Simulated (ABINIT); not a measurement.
**Ti: equation of state with WC**

The system is Ti.

```
Ti
1.0
    -1.64100    1.64100    1.64100
     1.64100   -1.64100    1.64100
     1.64100    1.64100   -1.64100
Ti
1
Cartesian
  0.0000 0.0000 0.0000
```

This isn't the form of Ti at room conditions, which is hcp.

```
Program             : ABINIT 10.8.3 (patched build)
Task                : equation of state
Functional          : WC
Potentials or basis : JTH PAW PBE v2.0
Cutoff              : 408 eV
k mesh              : 11 × 11 × 11
Occupations         : fermi-dirac, width 0.05 eV
Spin                : no spin polarisation
```

The equilibrium volume is 16.58 Å³/atom (rough: see the caveat) and the bulk modulus is 114 GPa (rough).

Energy against volume, from the lowest point:
| volume (Å³/atom) | energy (meV/atom) |
| --- | --- |
| 16.616 | 0.00 |
| 16.969 | 3.14 |
| 17.323 | 11.13 |
| 17.676 | 23.38 |
| 18.030 | 39.67 |
| 18.383 | 59.48 |
| 18.737 | 82.56 |

It took 36 s on 1 thread of Arm Neoverse V1, with other jobs on the host, peak memory 0.12 GiB.

Caveat: pressures at fixed basis lie under the slope of the energies; the minimum lies outside the volumes run; the PAW data sets were made with another functional, which shifts forces and pressure a little.
